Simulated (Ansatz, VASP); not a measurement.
# Two plane-wave programs on TiAl3

```
Ti Al
1.0
    -1.88528    1.88528    4.22281
     1.88528   -1.88528    4.22281
     1.88528    1.88528   -4.22281
Ti Al
1 3
Cartesian
  0.0000 0.0000 0.0000
  1.8853 0.0000 2.1114
  0.0000 1.8853 2.1114
  0.0000 0.0000 4.2228
```

Change from the starting cell: volume scaled by 0.96.

Alike in both runs: task single point; functional PBEsol; k mesh 10 × 10 × 10; occupations fermi-dirac, width 0.05 eV; no spin polarisation.

|  | VASP | Ansatz |
| --- | --- | --- |
| version | VASP 6.6.1 | Ansatz 0.2.0 |
| potentials or method | VASP PAW PBE potentials, release 64 (Ti_sv, Al) | Ansatz PAW |
| plane-wave cutoff (eV) | 520 | 420 |
| valence electrons in the cell | 21 | 21 |

```tsv
	VASP	Ansatz	Ansatz less VASP
gap on the k mesh at the Fermi level (eV)	none	none	-
pressure (GPa)	4.5	4.4	-0.11
largest component of the traceless stress (GPa)	0.20	0.18	-0.018
```

A gap of «none» marks a metal or a gap that the smearing closes. The functional is the same, so the differences come from potentials, cutoffs and numerics.

Caveats: the PAW data sets were made with another functional, which shifts forces and pressure a little (VASP); the PAW data sets come from PBE, with cores solved anew for the run's functional, which leaves a small shift of forces and pressure (Ansatz).
